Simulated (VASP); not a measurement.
Input of a VASP 6.6.1 run:

INCAR

```
SYSTEM = Al7P8
ALGO = Fast
EDIFF = 1E-6
ENCUT = 520
GGA = PE
ISIF = 2
ISMEAR = 0
LASPH = .True.
LCHARG = .False.
LREAL = Auto
LWAVE = .False.
NBANDS = 44
NELM = 80
PREC = Accurate
SIGMA = 0.1
```

Contents of KPOINTS:

```
k-points
0
Gamma
  2 2 2
  0 0 0
```

The input POSCAR:

```
Al7P8
1.0
    0.0000000000      5.4591520000      5.4591520000
    5.4591520000      0.0000000000      5.4591520000
    5.4591520000      5.4591520000      0.0000000000
Al P
7 8
Direct
   -0.0016432955     -0.0000010991      0.0003370487
   -0.0000697911     -0.0010941260      0.5016460432
   -0.0018713529      0.5005259059      0.5005453228
    0.9986244201     -0.4980596803     -0.0003757910
    0.4967284296     -0.0010322116      0.5020856719
    0.4967783458      0.5023662100     -0.0002010385
    0.4977949872      0.5012898523      0.5004930253
    0.1218414508      0.1263861127      0.1262172220
    0.1227210746      0.1256687852      0.6261926761
    0.1225969711      0.6259266091      0.1258494909
    0.1236450277      0.6249018163      0.6254079388
    0.6226569621      0.1266623461      0.1266443946
    0.6244652100      0.1256342560      0.6230574822
    0.6231889129      0.6266368843      0.1246979384
    0.6233182370      0.6248765376      0.6256675029
```

Potentials or basis: VASP PAW PBE potentials, release 64 (Al, P).

Run with:

```sh
$ cat potpaw_PBE.64/Al/POTCAR potpaw_PBE.64/P/POTCAR > POTCAR
$ mpirun -np 1 vasp_std > vasp.out
```

Problem. Estimate the pressure.

Solution. 1.0 GPa.

Problem. Predict the band gap on the k mesh.

Solution. None (metal or under the smearing width).

Problem. What does it give for the largest force?

Solution. 0.010 eV/Å.

Forces in eV/Å, atoms in the order of the input:
```
Al   0.004 -0.001 -0.001
Al   0.005 -0.002 -0.001
Al   0.004 -0.002 -0.005
Al  -0.004  0.003  0.009
Al  -0.005  0.003  0.002
Al  -0.008  0.002 -0.004
Al   0.007  0.003  0.005
P   -0.003 -0.001  0.000
P   -0.001 -0.001 -0.003
P   -0.004  0.002  0.003
P    0.001  0.002  0.000
P   -0.001  0.000  0.006
P    0.004  0.001 -0.001
P    0.001 -0.002 -0.010
P    0.000 -0.007  0.000
```

Caveat: the k mesh is coarse (spacing up to 0.50 Å⁻¹), so the values aren't converged.
